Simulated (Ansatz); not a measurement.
Ga:

```xyz
2
Lattice="1.3830 -4.0265 0.0000 1.3830 4.0265 0.0000 -0.1174 0.0000 3.3299" Properties=species:S:1:pos:R:3 pbc="T T T"
Ga    1.2949    2.9716    2.4974
Ga    1.3536   -2.9716    0.8325
```

This isn't the form of Ga at room conditions, which is orthorhombic.

Program: Ansatz 0.2.0. Alike in all runs: task band structure; level PBEsol; cell as given; cutoff (eV) 256; smearing fermi-dirac 0.05 eV; basis error allowed 0.001 eV/atom. Hardware: 1 thread of Arm Neoverse V2, on a shared host.

Problem. Order these runs on this cell by their wall time, lowest first.
A. potentials or basis all-electron LAPW, relativistic spinors; spin SOC, no magnetisation; k mesh 7 × 7 × 6
B. potentials or basis all-electron LAPW, scalar-relativistic; spin off; k mesh 7 × 7 × 6
C. potentials or basis all-electron LAPW, scalar-relativistic; spin off; k mesh 10 × 10 × 8

Solution. B (18 s), C (48 s), A (170 s).

Caveats: the k mesh is thin for a metal, which can move the energy by tens of meV per atom (some runs).

Not every run made on this cell is shown here.
